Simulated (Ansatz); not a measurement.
Cubic perovskite LaAlO3 (cubic high-temperature phase) was calculated with LDA (Ansatz, a first-principles code, PAW).

Numerical settings: plane-wave cutoff 500 eV, 8×8×8 k mesh, gaussian smearing 0.02 eV, scalar-relativistic PAW data made under PBE.

Cell (relaxed at this level):

AlLaO3 has the cubic space group Pm-3m (No. 221), the cubic perovskite structure, Pearson symbol cP5. Lattice parameters: a = b = c = 3.738 Å, α = β = γ = 90.00°. La on 1a sees 12 O at 2.643 Å (cuboctahedral). Al on 1b has 6 O at 1.869 Å (octahedral). O on 3c is coordinated by 2 Al at 1.869 Å and 4 La at 2.643 Å (octahedral). (Neighbours: up to the widest gap in distance over summed covalent radii, below 1.35, at either atom; cation-cation and far metal-metal contacts left out.)

Predict the band gap.


* **band gap**: 3.51 eV (on the SCF k mesh)

Note: the relaxation could not lower the start's symmetry, so the cell can be a saddle point above a distorted one.

Spin–orbit coupling is not included.

Computing time: around 20 core-seconds (rough).
